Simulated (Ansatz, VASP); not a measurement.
# Ta in VASP and in Ansatz

```xyz
1
Lattice="-1.7051 1.6595 1.9084 1.7051 -1.6595 1.9084 1.7051 1.6595 -1.9084" Properties=species:S:1:pos:R:3 pbc="T T T"
Ta    0.0000    0.0000    0.0000
```

Change from the starting cell: normal strain along x +0.0275, normal strain along z +0.1500.

Alike in both runs: task single point; functional PBE; k mesh 18 × 18 × 18; occupations gaussian, width 0.15 eV; no spin polarisation.

|  | VASP | Ansatz |
| --- | --- | --- |
| version | VASP 6.6.1 | Ansatz 0.2.0 |
| potentials or method | VASP PAW PBE potentials, release 64 (Ta_pv) | scalar-relativistic, plane waves, PAW |
| plane-wave cutoff (eV) | 520 | 420 |
| valence electrons in the cell | 11 | 13 |

|  | VASP | Ansatz | Ansatz less VASP |
| --- | --- | --- | --- |
| gap on the k mesh at the Fermi level (eV) | none | none | - |
| pressure (GPa) | -22.8 | -22.7 | +0.08 |
| largest component of the traceless stress (GPa) | 4.10 | 4.09 | -0.014 |

A gap of «none» marks a metal or a gap that the smearing closes. The two sets of potentials don't hold the same shells in valence.

Caveats: so large a pressure means that the cell lies far from this level's equilibrium, or that cutoff or potentials fall short (VASP). Spin-orbit coupling is left out, which matters for the levels of Ta.
